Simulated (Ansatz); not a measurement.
# AlRu (rocksalt type): the cost of one run

Method: DFT, PBE, PAW with Ansatz's default frozen-core files, scalar-relativistic, in Ansatz 0.2.0.

### 1 The starting structure

The structure is cubic, space group Fm-3m (No. 225). Conventional cell: a = 5.072 Å, b = 5.072 Å, c = 5.072 Å, α = 90.00°, β = 90.00°, γ = 90.00°. Ru (site symmetry m-3m) is surrounded by 6 Al at 2.54 Å. Al (site symmetry m-3m) is surrounded by 6 Ru at 2.54 Å.

As a file:

```
Ru Al
1.0
     0.00000    2.53593    2.53593
     2.53593    0.00000    2.53593
     2.53593    2.53593    0.00000
Ru Al
1 1
Cartesian
  0.0000 0.0000 0.0000
  2.5359 2.5359 2.5359
```

Atoms are numbered in the order of the input: Ru1, Al2.

### 2 Cell relaxed at zero pressure, PAW

The input, input.yaml:

```yaml
crystal:
  lattice:
    - [0.0, 2.5359338295, 2.5359338295]
    - [2.5359338295, 0.0, 2.5359338295]
    - [2.5359338295, 2.5359338295, 0.0]
  atoms:
    - { symbol: Ru, position: [0.0, 0.0, 0.0] }
    - { symbol: Al, position: [0.5, 0.5, 0.5] }
kpoints:
  mp_grid: { grid: [14, 14, 14] }
scf:
  occupations: { method: fermi_dirac, width: 0.1 }
hamiltonian:
  xc: pbe
  pseudopotentials: { kind: paw }
output:
  forces: true
  stress: true
relax:
  f_tol: 0.005
  max_steps: 40
  cell: {}
```

On the command line:

```bash
$ ansatz run input.yaml --threads 1 --pin off --max-ram 3584MiB --backend cpu --events-out ev --progress --plain --runs-dir out
```

Q: Estimate wall time and peak memory on 1 thread of Arm Neoverse V1, shared host.

About 8.2 s, with a peak of 0.33 GiB.
